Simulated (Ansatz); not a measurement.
Is this CuO structure stable?

The structure comes from a generated guess, relaxed at this level; another structure or a mixture of phases may lie lower.

Computed with DFT PBE, scalar-relativistic, plane waves, PAW (Ansatz). The final run on the 2-atom cell used 420 eV, a Γ-centred 22×22×22 mesh, 0.10 eV smearing and no spin polarisation.

```xyz
2
Lattice="0.0000 2.1220 2.1220 2.1220 0.0000 2.1220 2.1220 2.1220 0.0000" Properties=species:S:1:pos:R:3 pbc="T T T"
Cu    2.1220    2.1220    2.1220
O     0.0000    0.0000    0.0000
```

Energies over the elements count from the elements' standard structures at the same level (O₂ as a molecule), with no fitted energy shifts.

Task: These tests were run: energy against the elements; phonons at Γ. What do they show?

Result:

```json
{"test": "energy against the elements", "result": "−0.39 eV/atom"}
{"test": "phonons at Γ", "result": "lowest optical mode 328 cm⁻¹"}
```

It fails none of these tests. Other phases of the system weren't compared here, so this isn't yet thermodynamic stability. Phonons away from Γ weren't computed.

No Hubbard U is applied to the open shell of Cu. An odd number of electrons in the primitive cell allows no gap without spin; a larger cell or a magnetic state could open one. The run for the phonons used a 22×22×22 k mesh and Fermi–Dirac smearing of 0.15 eV.
